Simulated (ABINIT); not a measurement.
# TiB2 (P6/mmm) in ABINIT: further runs

One crystal, TiB2, is run at these levels: WC, PBEsol, LDA-PZ, LDA, PBE; tasks: equation of state, band structure.

Program: ABINIT 10.8.3 (patched build). These are calculated values, not measurements. Logs are shortened: lines on timing, memory, paths and dates and some standing lists are left out, and cuts for length are marked. The log counts tension as positive stress, the text compression.

**1. The structure**

It takes space group P6/mmm (No. 191, hexagonal). Conventional cell: a = 3.029 Å, b = 3.029 Å, c = 3.228 Å, α = 90.00°, β = 90.00°, γ = 120.00°. Ti (site symmetry 6/mmm) is surrounded by 12 B at 2.38 Å. B (site symmetry -6m2) is surrounded by 3 B at 1.75 Å.

**2. Equation of state, WC**

The input, run.abi:

```
ndtset 7
getwfk -1
scalecart1 3*0.9795861087
scalecart2 3*0.9864848297
scalecart3 3*0.9932883884
scalecart4 3*1.0000000000
scalecart5 3*1.0066227096
scalecart6 3*1.0131594038
scalecart7 3*1.0196128224

pp_dirpath "./"
pseudos "Ti.GGA_PBE-JTH.xml, B.GGA_PBE-JTH.xml"

acell 3.0292 3.0292 3.2284 Angstrom
rprim
     1.0000000000     0.0000000000     0.0000000000
    -0.5000000000     0.8660254038     0.0000000000
     0.0000000000     0.0000000000     1.0000000000
ntypat 2
znucl 22 5
natom 3
typat 1 2 2
xred
     0.0000000000     0.0000000000     0.0000000000
     0.6666666667     0.3333333333     0.5000000000
     0.3333333333     0.6666666667     0.5000000000

ecut 15.0
pawecutdg 30.0
pawovlp 30

kptopt 1
ngkpt 10 10 8
nshiftk 1
shiftk 0.0 0.0 0.0

ixc 23

nband 13
occopt 3
tsmear 0.05 eV

nstep 100
tolvrs 1.0e-9

iomode 3
prtwf 1
prtden 0
prteig 0
prtebands 0
enunit 2
```

Potentials or basis: JTH PAW PBE v2.0.

Run with:

```bash
$ abinit run.abi > log 2>&1
```

run.abo:

```text
.Version 10.8.3 of ABINIT
 DATASET    1 : space group P6/m m m (#191); Bravais hP (primitive hexag.)
================================================================================
 Values of the parameters that define the memory need for DATASET  1.
     intxc =       0    ionmov =       0      iscf =      17    lmnmax =      18
     lnmax =       6     mgfft =      24  mpssoang =       3    mqgrid =    3001
     natom =       3  nloc_mem =       2    nspden =       1   nspinor =       1
    nsppol =       1      nsym =      24    n1xccc =       1    ntypat =       2
    occopt =       3   xclevel =       2
       mpw =         464          nfft =        9600          nkpt =          70
 PAW method is used; the additional fine FFT grid is defined by:
   mgfftf=        30    nfftf =     27000
================================================================================
================================================================================
[... 71 lines left out ...]
 DATASET    7 : space group P6/m m m (#191); Bravais hP (primitive hexag.)
================================================================================
 Values of the parameters that define the memory need for DATASET  7.
     intxc =       0    ionmov =       0      iscf =      17    lmnmax =      18
     lnmax =       6     mgfft =      24  mpssoang =       3    mqgrid =    3001
     natom =       3  nloc_mem =       2    nspden =       1   nspinor =       1
    nsppol =       1      nsym =      24    n1xccc =       1    ntypat =       2
    occopt =       3   xclevel =       2
       mpw =         521          nfft =       13824          nkpt =          70
 PAW method is used; the additional fine FFT grid is defined by:
   mgfftf=        32    nfftf =     28800
================================================================================
================================================================================

--------------------------------------------------------------------------------
------------- Echo of variables that govern the present computation ------------
--------------------------------------------------------------------------------
 -outvars: echo values of preprocessed input variables --------
            acell      5.7243583806E+00  5.7243583806E+00  6.1007918249E+00 Bohr
              amu      4.78800000E+01  1.08110000E+01
             ecut      1.50000000E+01 Hartree
           enunit           2
           getwfk          -1
                       outvar_i_n : Printing only first  50 k-points.
              ixc          23
           jdtset        1    2    3    4    5    6    7
                       outvar_i_n : Printing only first  50 k-points.
         kptrlatt       10    0    0      0   10    0      0    0    8
          kptrlen1     4.78100074E+01
          kptrlen2     4.81467087E+01
          kptrlen3     4.84787654E+01
          kptrlen4     4.88063346E+01
          kptrlen5     4.91295648E+01
          kptrlen6     4.94485969E+01
          kptrlen7     4.97635646E+01
            natom           3
            nband          13
           ndtset           7
            ngfft1         20      20      24
            ngfft2         20      20      24
            ngfft3         20      20      24
            ngfft4         20      20      24
            ngfft5         24      24      24
            ngfft6         24      24      24
            ngfft7         24      24      24
          ngfftdg1         30      30      30
          ngfftdg2         30      30      30
          ngfftdg3         30      30      30
          ngfftdg4         30      30      32
          ngfftdg5         30      30      32
          ngfftdg6         30      30      32
          ngfftdg7         30      30      32
             nkpt          70
            nstep         100
             nsym          24
           ntypat           2
                       prtocc : prtvol=0, do not print more k-points.
           occopt           3
        pawecutdg      3.00000000E+01 Hartree
          pawovlp      3.0000000000E+01
         pawxcdev           0
           prtden           0
        prtebands           0
           prteig           0
            rprim1     9.7958610870E-01  0.0000000000E+00  0.0000000000E+00
                      -4.8979305435E-01  8.4834645534E-01  0.0000000000E+00
                       0.0000000000E+00  0.0000000000E+00  9.7958610870E-01
            rprim2     9.8648482970E-01  0.0000000000E+00  0.0000000000E+00
                      -4.9324241485E-01  8.5432092298E-01  0.0000000000E+00
                       0.0000000000E+00  0.0000000000E+00  9.8648482970E-01
            rprim3     9.9328838840E-01  0.0000000000E+00  0.0000000000E+00
                      -4.9664419420E-01  8.6021297765E-01  0.0000000000E+00
                       0.0000000000E+00  0.0000000000E+00  9.9328838840E-01
            rprim4     1.0000000000E+00  0.0000000000E+00  0.0000000000E+00
                      -5.0000000000E-01  8.6602540380E-01  0.0000000000E+00
                       0.0000000000E+00  0.0000000000E+00  1.0000000000E+00
            rprim5     1.0066227096E+00  0.0000000000E+00  0.0000000000E+00
                      -5.0331135480E-01  8.7176083856E-01  0.0000000000E+00
                       0.0000000000E+00  0.0000000000E+00  1.0066227096E+00
            rprim6     1.0131594038E+00  0.0000000000E+00  0.0000000000E+00
                      -5.0657970190E-01  8.7742178179E-01  0.0000000000E+00
                       0.0000000000E+00  0.0000000000E+00  1.0131594038E+00
            rprim7     1.0196128224E+00  0.0000000000E+00  0.0000000000E+00
                      -5.0980641120E-01  8.8301060624E-01  0.0000000000E+00
                       0.0000000000E+00  0.0000000000E+00  1.0196128224E+00
          spgroup         191
           tolvrs      1.00000000E-09
           tsmear      1.83746611E-03 Hartree
            typat      1  2  2
           useylm           1
                       outvars : Printing only first  50 k-points.
           xangst1     0.0000000000E+00  0.0000000000E+00  0.0000000000E+00
                       1.4836811202E+00  8.5660369418E-01  1.5812478967E+00
                       2.1120787160E-16  1.7132073884E+00  1.5812478967E+00
           xangst2     0.0000000000E+00  0.0000000000E+00  0.0000000000E+00
                       1.4941299231E+00  8.6263631330E-01  1.5923838121E+00
                      -3.4554569267E-17  1.7252726266E+00  1.5923838121E+00
           xangst3     0.0000000000E+00  0.0000000000E+00  0.0000000000E+00
                       1.5044345931E+00  8.6858571730E-01  1.6033661166E+00
                       4.1109948056E-17  1.7371714346E+00  1.6033661166E+00
           xangst4     0.0000000000E+00  0.0000000000E+00  0.0000000000E+00
                       1.5146000000E+00  8.7445471773E-01  1.6142000000E+00
                      -3.9857384438E-17  1.7489094355E+00  1.6142000000E+00
           xangst5     0.0000000000E+00  0.0000000000E+00  0.0000000000E+00
                       1.5246307560E+00  8.8024597738E-01  1.6248903778E+00
                       3.5878090878E-17  1.7604919548E+00  1.6248903778E+00
           xangst6     0.0000000000E+00  0.0000000000E+00  0.0000000000E+00
                       1.5345312330E+00  8.8596202047E-01  1.6354419096E+00
[... 10 lines left out ...]
            xcart3     0.0000000000E+00  0.0000000000E+00  0.0000000000E+00
                       2.8429693552E+00  1.6413891226E+00  3.0299228398E+00
                       7.7686542876E-17  3.2827782452E+00  3.0299228398E+00
            xcart4     0.0000000000E+00  0.0000000000E+00  0.0000000000E+00
                       2.8621791903E+00  1.6524799260E+00  3.0503959124E+00
                      -7.5319540682E-17  3.3049598520E+00  3.0503959124E+00
            xcart5     0.0000000000E+00  0.0000000000E+00  0.0000000000E+00
                       2.8811345719E+00  1.6634238207E+00  3.0705977987E+00
                       6.7799765679E-17  3.3268476414E+00  3.0705977987E+00
            xcart6     0.0000000000E+00  0.0000000000E+00  0.0000000000E+00
                       2.8998437620E+00  1.6742255766E+00  3.0905373040E+00
                      -8.5076624785E-17  3.3484511533E+00  3.0905373040E+00
            xcart7     0.0000000000E+00  0.0000000000E+00  0.0000000000E+00
                       2.9183146024E+00  1.6848897213E+00  3.1102227857E+00
                      -8.9861533661E-17  3.3697794427E+00  3.1102227857E+00
             xred      0.0000000000E+00  0.0000000000E+00  0.0000000000E+00
                       6.6666666667E-01  3.3333333333E-01  5.0000000000E-01
                       3.3333333333E-01  6.6666666667E-01  5.0000000000E-01
            znucl       22.00000    5.00000

================================================================================

 chkinp: Checking input parameters for consistency, jdtset=   1.

 chkinp: Checking input parameters for consistency, jdtset=   2.
[... 40 lines left out ...]
 getcut: wavevector=  0.0000  0.0000  0.0000  ngfft=  30  30  30
         ecut(hartree)=     30.000   => boxcut(ratio)=   2.03595

--- Pseudopotential description ------------------------------------------------
- pspini: atom type   1  psp file is ./Ti.GGA_PBE-JTH.xml
 Pseudopotential format is: paw10
 basis_size (lnmax)=  6 (lmn_size= 18), orbitals=   0   0   1   1   2   2
 Spheres core radius: rc_sph= 2.30802695
 Shapefunction is BESSEL type: shapef(r,l)=aa(1,l)*jl(q(1,l)*r)+aa(2,l)*jl(q(2,l)*r)
 Radius for shape functions =  2.01037111
 Compensation charge density is not taken into account in XC energy/potential

- pspini: atom type   2  psp file is ./B.GGA_PBE-JTH.xml
 Pseudopotential format is: paw10
 basis_size (lnmax)=  4 (lmn_size=  8), orbitals=   0   0   1   1
 Spheres core radius: rc_sph= 1.70616958
 Shapefunction is SIN type: shapef(r)=[sin(pi*r/rshp)/(pi*r/rshp)]**2
 Radius for shape functions =  1.40269776
 Compensation charge density is not taken into account in XC energy/potential

   6.09945348E+02                                ecore*ucvol(ha*bohr**3)
--------------------------------------------------------------------------------

[... 1371 lines left out ...]
-Cartesian components of stress tensor (GPa)         [Pressure= -1.6914E+01 GPa]
- sigma(1 1)=  1.74655363E+01  sigma(3 2)=  0.00000000E+00
- sigma(2 2)=  1.74655363E+01  sigma(3 1)=  0.00000000E+00
- sigma(3 3)=  1.58099765E+01  sigma(2 1)=  0.00000000E+00

== END DATASET(S) ==============================================================
================================================================================

 -outvars: echo values of variables after computation  --------
            acell      5.7243583806E+00  5.7243583806E+00  6.1007918249E+00 Bohr
           etotal1    -6.4478943327E+01
           etotal2    -6.4480180460E+01
           etotal3    -6.4480696978E+01
           etotal4    -6.4480560549E+01
           etotal5    -6.4479832484E+01
           etotal6    -6.4478572472E+01
           etotal7    -6.4476823799E+01
            fcart1    -0.0000000000E+00 -0.0000000000E+00 -0.0000000000E+00
                      -4.8018623030E-29 -8.3170694795E-29 -0.0000000000E+00
                       4.8018623030E-29  8.3170694795E-29 -0.0000000000E+00
            fcart2    -1.5894272492E-29 -9.1765625019E-30 -0.0000000000E+00
                      -1.5894272492E-29 -1.1929531252E-28 -0.0000000000E+00
                       3.1788544985E-29  1.2847187503E-28 -0.0000000000E+00
            fcart3     3.1570808390E-29  1.8227414722E-29 -0.0000000000E+00
                      -1.5785404195E-29 -9.1137073610E-30 -0.0000000000E+00
                      -1.5785404195E-29 -9.1137073610E-30 -0.0000000000E+00
            fcart4    -3.1358917386E-29 -1.8105079394E-29 -0.0000000000E+00
[... 52 lines left out ...]
           xangst3     0.0000000000E+00  0.0000000000E+00  0.0000000000E+00
                       1.5044345931E+00  8.6858571730E-01  1.6033661166E+00
                       4.1109948056E-17  1.7371714346E+00  1.6033661166E+00
           xangst4     0.0000000000E+00  0.0000000000E+00  0.0000000000E+00
                       1.5146000000E+00  8.7445471773E-01  1.6142000000E+00
                      -3.9857384438E-17  1.7489094355E+00  1.6142000000E+00
           xangst5     0.0000000000E+00  0.0000000000E+00  0.0000000000E+00
                       1.5246307560E+00  8.8024597738E-01  1.6248903778E+00
                       3.5878090878E-17  1.7604919548E+00  1.6248903778E+00
           xangst6     0.0000000000E+00  0.0000000000E+00  0.0000000000E+00
                       1.5345312330E+00  8.8596202047E-01  1.6354419096E+00
                      -4.5020610986E-17  1.7719240409E+00  1.6354419096E+00
           xangst7     0.0000000000E+00  0.0000000000E+00  0.0000000000E+00
                       1.5443055808E+00  8.9160524281E-01  1.6458590179E+00
                      -4.7552675718E-17  1.7832104856E+00  1.6458590179E+00
             xred      0.0000000000E+00  0.0000000000E+00  0.0000000000E+00
                       6.6666666667E-01  3.3333333333E-01  5.0000000000E-01
                       3.3333333333E-01  6.6666666667E-01  5.0000000000E-01
 Calculation completed.
```

Wall time 1.8 min (1 thread of Arm Neoverse V1, shared host); peak memory 0.14 GiB.

Results:

| Property | Result |
| --- | --- |
| Equilibrium volume | 8.43 Å³/atom |
| Bulk modulus at fixed shape and positions | 265 GPa |
| Pressure derivative of the bulk modulus | 3.9 |

Energy against volume, from the lowest point:
| volume (Å³/atom) | energy (meV/atom) |
| --- | --- |
| 8.039 | 15.91 |
| 8.210 | 4.69 |
| 8.381 | 0.00 |
| 8.552 | 1.24 |
| 8.723 | 7.84 |
| 8.894 | 19.27 |
| 9.065 | 35.13 |

Caveat: pressures at fixed basis lie under the slope of the energies; the cell was scaled at fixed shape and fractional positions, which overstates the stiffness of a crystal with free parameters, most of all of layers and chains; the PAW data sets were made with another functional, which shifts forces and pressure a little; the atomic spheres overlap.

(Part 1 of 3 ends here.)
